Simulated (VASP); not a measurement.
# VASP 6.6.1 run: MgTe

INCAR

```
LASPH = .TRUE.
LWAVE = .FALSE.
GGA = PE
IMIX = 1
SIGMA = 0.02
PREC = Accurate
BMIX = 0.0001
EDIFF = 1E-7
IBRION = -1
ENCUT = 520
ISIF = 2
ISMEAR = -1
LREAL = .FALSE.
NBANDS = 16
AMIX = 2
NELM = 63
LCHARG = .FALSE.
NSW = 0
```

KPOINTS

```
KPOINTS created by Atomic Simulation Environment
0
Gamma
6 6 4
0 0 0
```

POSCAR

```
Mg Te
 1.0000000000000000
     4.5776356442216786    0.0000000000000000   -0.0000000000000000
    -2.2888178221108393    3.9643487571651188    0.0000000000000000
    -0.0000000000000000   -0.0000000000000000    7.4550892654692760
 Mg  Te
   2   2
Cartesian
  0.0000000000000001  2.6428991714434114 -0.0045330795403065
  2.2888178221108388  1.3214495857217057  3.7230115531943304
  0.0000000000000001  2.6428991714434114  2.8001915540912847
  2.2888178221108388  1.3214495857217057  6.5277361868259227
```

The recommended PBE PAW datasets give the neutral cell 16 valence electrons.

Command

```
mpirun -np 1 vasp_std
```

OSZICAR

```
N       E                     dE             d eps       ncg     rms          rms(c)
DAV:   1     0.557629480529E+02    0.55763E+02   -0.52406E+03   672   0.762E+02
DAV:   2    -0.853077644339E+01   -0.64294E+02   -0.58920E+02   984   0.112E+02
DAV:   3    -0.131046722972E+02   -0.45739E+01   -0.45561E+01   920   0.323E+01
DAV:   4    -0.131886204338E+02   -0.83948E-01   -0.83944E-01   880   0.531E+00
DAV:   5    -0.131899943404E+02   -0.13739E-02   -0.13739E-02   936   0.649E-01    0.402E+00
DAV:   6    -0.158532127139E+02   -0.26632E+01   -0.16805E+01   784   0.168E+01    0.668E+00
DAV:   7    -0.372929634797E+02   -0.21440E+02   -0.11868E+02   704   0.456E+01    0.170E+01
DAV:   8    -0.157448224158E+03   -0.12016E+03   -0.76285E+02   672   0.102E+02    0.118E+02
DAV:   9    -0.897383110536E+03   -0.73993E+03   -0.62589E+03  1208   0.267E+02    0.912E+01
DAV:  10    -0.283632280665E+04   -0.19389E+04   -0.16923E+04   752   0.618E+02    0.130E+02
...
DAV:  28    -0.344529839966E+06   -0.36848E+05   -0.35023E+05  1008   0.464E+03    0.598E+03
DAV:  29    -0.383329340849E+06   -0.38800E+05   -0.36991E+05  1336   0.379E+03    0.656E+03
DAV:  30    -0.424559907521E+06   -0.41231E+05   -0.39127E+05  1008   0.511E+03    0.713E+03
DAV:  31    -0.468148125906E+06   -0.43588E+05   -0.41566E+05  1344   0.430E+03    0.767E+03
DAV:  32    -0.514079132016E+06   -0.45931E+05   -0.43213E+05  1032   0.557E+03    0.823E+03
DAV:  33    -0.562821473021E+06   -0.48742E+05   -0.46461E+05  1344   0.470E+03    0.862E+03
DAV:  34    -0.612917252201E+06   -0.50096E+05   -0.47708E+05  1008   0.601E+03    0.900E+03
DAV:  35    -0.665753498700E+06   -0.52836E+05   -0.50257E+05  1336   0.527E+03    0.946E+03
DAV:  36    -0.720460440867E+06   -0.54707E+05   -0.51562E+05  1000   0.657E+03    0.992E+03
DAV:  37    -0.778016403291E+06   -0.57556E+05   -0.55028E+05  1328   0.593E+03    0.102E+04
```

Standard output (part)

```
POSCAR found type information on POSCAR MgTe
 POSCAR found :  2 types and       4 ions
 LDA part: xc-table for (Slater+PW92), standard interpolation
 POSCAR, INCAR and KPOINTS ok, starting setup
 WAVECAR not read
 entering main loop
|     EEEEEEE  RRRRRR   RRRRRR   OOOOOOO  RRRRRR      ###     ###     ###     |
|     E        R     R  R     R  O     O  R     R     ###     ###     ###     |
|     E        R     R  R     R  O     O  R     R     ###     ###     ###     |
|     EEEEE    RRRRRR   RRRRRR   O     O  RRRRRR       #       #       #      |
|     E        R    R   R    R   O     O  R    R      ###     ###     ###     |
|     EEEEEEE  R     R  R     R  OOOOOOO  R     R     ###     ###     ###     |
|     ERROR FEXCP: supplied Exchange-correletion table                        |
|      is too small, maximal index : 3914                                     |
|       ---->  I REFUSE TO CONTINUE WITH THIS SICK JOB ... BYE!!! <----       |
```

VASP stopped with an error.

The fault: mixing far too strong.

The run took about 2.1 min on one core of a shared host (Intel Xeon Platinum 8488C) and held 0.25 GiB at most.
